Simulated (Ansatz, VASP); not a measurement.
Two plane-wave programs on Al2O

File INCAR:

```
SYSTEM = Al2O
ALGO     = Normal         ! electronic algorithm
EDIFF    = 1E-7           ! SCF threshold, eV
EDIFFG   = -0.04          ! ionic threshold
ENCUT    = 600            ! plane-wave cutoff, eV
GGA      = PE             ! functional
IBRION   = 2              ! ionic algorithm
ISIF     = 3              ! what is computed and relaxed
ISMEAR   = 0              ! smearing method
LASPH    = .TRUE.         ! aspherical terms in the spheres
LCHARG   = .FALSE.        ! write CHGCAR
LREAL    = .FALSE.        ! projectors in reciprocal space
LWAVE    = .FALSE.        ! write WAVECAR
NELM     = 100            ! most SCF steps
NSW      = 90             ! ionic steps
PREC     = Accurate       ! precision mode
SIGMA    = 0.1            ! smearing width, eV
```

File KPOINTS:

```
k-points
0
G
  6 6 2
  0 0 0
```

The input POSCAR:

```
Al2O
1.0
    2.8863402046      0.0000000000      0.0000000000
   -0.0444016180      3.6735067793      0.0000000000
   -0.3150849575     -0.1564105901      7.9598447265
Al O
4 2
Direct
    0.9664351307      0.5484891384      0.9902523641
    0.9918622074      0.0565370192      0.4898997122
    0.5085958141      0.1439988061      0.2083743711
    0.4874985789      0.6569686949      0.7101876252
    0.0146162141      0.0443196694      0.0543458063
    0.0309920548      0.5496866720      0.5469401210
```

Input for Ansatz:

```yaml
crystal:
  lattice:
    - [2.8863402046, 0.0, 0.0]
    - [-0.044401618, 3.6735067793, 0.0]
    - [-0.3150849575, -0.1564105901, 7.9598447265]
  atoms:
    - { symbol: Al, position: [0.9664351307, 0.5484891384, 0.9902523641] }
    - { symbol: Al, position: [0.9918622074, 0.0565370192, 0.4898997122] }
    - { symbol: Al, position: [0.5085958141, 0.1439988061, 0.2083743711] }
    - { symbol: Al, position: [0.4874985789, 0.6569686949, 0.7101876252] }
    - { symbol: O, position: [0.0146162141, 0.0443196694, 0.0543458063] }
    - { symbol: O, position: [0.0309920548, 0.549686672, 0.546940121] }
basis:
  ecutwfc: 420
kpoints:
  mp_grid: { grid: [6, 6, 2] }
hamiltonian:
  xc: pbe
scf:
  occupations: { method: gaussian, width: 0.1 }
  lower_state_search: "off"
output:
  forces: true
  stress: true
  eigenvalues: true
relax:
  adjacent_minimum: "off"
  f_tol: 0.04
  max_steps: 70
  cell: { stress_tol: 0.4 }
```

Change from the starting cell: the structure that the rattled cell fell into.

Alike in both runs: task relaxation of cell and atoms; functional PBE; k mesh 6 × 6 × 2; occupations gaussian, width 0.1 eV; no spin polarisation.

|  | VASP | Ansatz |
| --- | --- | --- |
| version | VASP 6.6.1 | Ansatz 0.2.0 |
| potentials or method | VASP PAW PBE potentials, release 64 (Al, O) | scalar-relativistic, plane waves, PAW |
| plane-wave cutoff (eV) | 600 | 420 |
| valence electrons in the cell | 24 | 24 |

```csv
,VASP,Ansatz,Ansatz less VASP
"gap on the k mesh at the Fermi level, each at its own relaxed structure (eV)",none,none,-
relaxed volume (Å³/atom),14.73,14.74,+0.017
relaxed cell length with the largest relative difference (Å),3.748,3.760,+0.0119
energy change over the relaxation (meV/atom),-42,-43,-1.0
```

A gap of «none» marks a metal or a gap that the smearing closes.

Caveats: the k mesh is coarse (spacing up to 0.39 Å⁻¹), so the values aren't converged.
